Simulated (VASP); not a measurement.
Set up this calculation in VASP 6.6.1, as the native input.

- Task: relaxation of the atoms
- Functional: PBE
- Dispersion: D3(BJ)
- Potentials or basis: VASP PAW PBE potentials, release 64 (Cs_sv)
- Cutoff: 400 eV
- k mesh: 1 × 1 × 1
- Occupations: gaussian, width 0.01 eV
- Spin: collinear spin, ferromagnetic start
- Starting moments: [0.5] μB
- Fixed moment: 1 μB
- Atoms held fixed (from 0): [0]
- Further INCAR settings: ALGO = Normal; EDIFF = 1e-07; ISYM = 0; IBRION = 2; EDIFFG = -0.03; NSW = 120

The structure of Cs lies in POSCAR:

```
Cs
1.0
   10.5000000000      0.0000000000      0.0000000000
    0.0000000000     11.0000000000      0.0000000000
    0.0000000000      0.0000000000     11.5000000000
Cs
1
Selective dynamics
Direct
    0.5000000000      0.5045454545      0.5000000000  F F F
```

These files were run (other wordings do the same):

INCAR

```
SYSTEM = Cs
PREC = Accurate ; ENCUT = 400
EDIFF = 1E-7 ; ISMEAR = 0
SIGMA = 0.01 ; LREAL = .False.
LASPH = .True. ; NELM = 80
ALGO = Normal ; ISIF = 2
LWAVE = .False. ; LCHARG = .False.
ISPIN = 2 ; MAGMOM = 0.5
LORBIT = 11 ; NUPDOWN = 1
GGA = PE ; IVDW = 12
IBRION = 2 ; NSW = 120
EDIFFG = -0.03 ; ISYM = 0
```

KPOINTS

```
regular mesh
0
Gamma
  1 1 1
  0 0 0
```

Potentials or basis: VASP PAW PBE potentials, release 64 (Cs_sv).

Run with:

```console
$ cat potpaw_PBE.64/Cs_sv/POTCAR > POTCAR
$ mpirun -np 4 vasp_gam > vasp.out
```

Results of the run:

```
Net moment                                            : 1.00 μB per cell
Valence electrons inside the program's atomic spheres : Cs 6.54
Dispersion energy per atom                            : -0.020 eV
```

Caveat: the relaxation stopped at its first step, so nothing moved; the total moment is fixed, so each spin has its own Fermi level.

Wall time 39 s on 4 MPI ranks on Intel(R) Xeon(R) 6975P-C (Granite Rapids), on a shared host, peak memory 0.38 GiB a rank.
